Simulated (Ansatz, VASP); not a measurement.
Two plane-wave programs on HfO2

File INCAR:

```
SYSTEM = HfO2
  PREC = Accurate
  ENCUT = 520
  EDIFF = 1E-6
  ISMEAR = 0
  SIGMA = 0.02
  LREAL = .False.
  LASPH = .True.
  NELM = 60
  ALGO = Normal
  ISIF = 2
  LWAVE = .False.
  LCHARG = .True.
  GGA = PE
  LELF = .True.
  LVHAR = .True.
  NBANDS = 31
```

The input KPOINTS:

```
regular mesh
0
Gamma
  6 6 4
  0 0 0
```

Contents of POSCAR:

```
HfO2
1.0
    3.5202841959      0.0000000000      0.0000000000
    0.0000000000      3.5202841959      0.0000000000
    0.0000000000      0.0000000000      5.0388732982
Hf O
2 4
Direct
    0.5000000000      0.5000000000      0.5000000000
    0.0000000000      0.0000000000      0.0000000000
    0.0000000000      0.5000000000      0.7133968963
    0.5000000000      0.0000000000      0.7866031037
    0.5000000000      0.0000000000      0.2866031037
    0.0000000000      0.5000000000      0.2133968963
```

Input for Ansatz:

```yaml
crystal:
  lattice:
    - [3.5202841959, 0.0, 0.0]
    - [0.0, 3.5202841959, 0.0]
    - [0.0, 0.0, 5.0388732982]
  atoms:
    - { symbol: Hf, position: [0.5, 0.5, 0.5] }
    - { symbol: Hf, position: [0.0, 0.0, 0.0] }
    - { symbol: O, position: [0.0, 0.5, 0.7133968963] }
    - { symbol: O, position: [0.5, 0.0, 0.7866031037] }
    - { symbol: O, position: [0.5, 0.0, 0.2866031037] }
    - { symbol: O, position: [0.0, 0.5, 0.2133968963] }
basis:
  ecutwfc: 420
kpoints:
  mp_grid: { grid: [6, 6, 4] }
  band_path: { path: [VBM, CBM], npoints: 2 }
hamiltonian:
  xc: pbe
scf:
  occupations: { method: gaussian, width: 0.02 }
output:
  forces: true
  stress: true
  eigenvalues: true
checkpoint:
  read: start.run
  write: ck
  compress: false
  write_wavefunctions: false
  write_every: 100000
```

Alike in both runs: task single point; functional PBE; k mesh 6 × 6 × 4; occupations gaussian, width 0.02 eV; no spin polarisation.

```csv
,VASP,Ansatz
version,VASP 6.6.1,Ansatz 0.2.0
potentials or method,"VASP PAW PBE potentials, release 64 (Hf_pv, O)","scalar-relativistic, plane waves, PAW"
plane-wave cutoff (eV),520,420
valence electrons in the cell,44,76
```

Ansatz gave:

- gap on the k mesh at the Fermi level (eV): 4.53
- least direct gap on the mesh (eV): 4.77
- pressure (GPa): 20.0
- rms of the force components (eV/Å): 0.000

**Question.** Which values does VASP return?

**Answer.** gap on the k mesh at the Fermi level (eV): 4.57; least direct gap on the mesh (eV): 4.78; pressure (GPa): 16.0; rms of the force components (eV/Å): 0.011.

Atom by atom the forces differ by 0.011 eV/Å (rms over components). The two sets of potentials don't hold the same shells in valence.

Caveats: so large a pressure means that the cell lies far from this level's equilibrium, or that cutoff or potentials fall short (VASP); spin-orbit coupling is left out, which moves the levels of the heavy elements. A k mesh can miss the band edges.
